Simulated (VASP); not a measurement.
WC, 2 atoms in the cell. The structure is hexagonal, space group P-6m2 (No. 187). The conventional cell has a = 3.100 Å, b = 3.100 Å, c = 2.769 Å, α = 90.00°, β = 90.00°, γ = 120.00°. W (site symmetry -6m2) has 6 C at 2.26 Å as nearest neighbours. C (site symmetry -6m2) has 6 W at 2.26 Å as nearest neighbours.  The cell isn't the ideal one: strained and moved within a subgroup.

```yaml
Program: VASP 6.6.1
Task: single point
Functional: PBEsol
Potentials_or_basis: VASP PAW PBE potentials, release 64 (W_sv, C)
Cutoff: 520 eV
k_mesh: 18 × 18 × 14
Occupations: gaussian, width 0.1 eV
Spin: no spin polarisation
Dipole_correction: no
Further_INCAR_settings: ALGO = Normal; EDIFF = 1e-06; NBANDS = 16
```

Potentials or basis: VASP PAW PBE potentials, release 64 (W_sv, C).

Launch:

```console
$ cat potpaw_PBE.64/W_sv/POTCAR potpaw_PBE.64/C/POTCAR > POTCAR
$ mpirun -np 1 vasp_std > vasp.out
```

Hardware: 1 thread of Intel(R) Xeon(R) Platinum 8559C (Emerald Rapids) (shared host).

Estimate the wall time of this run.

Wall time 29 s on 1 thread of Intel(R) Xeon(R) Platinum 8559C (Emerald Rapids), on a shared host, peak memory 0.22 GiB. Counts: scf iterations 12, k points 296.
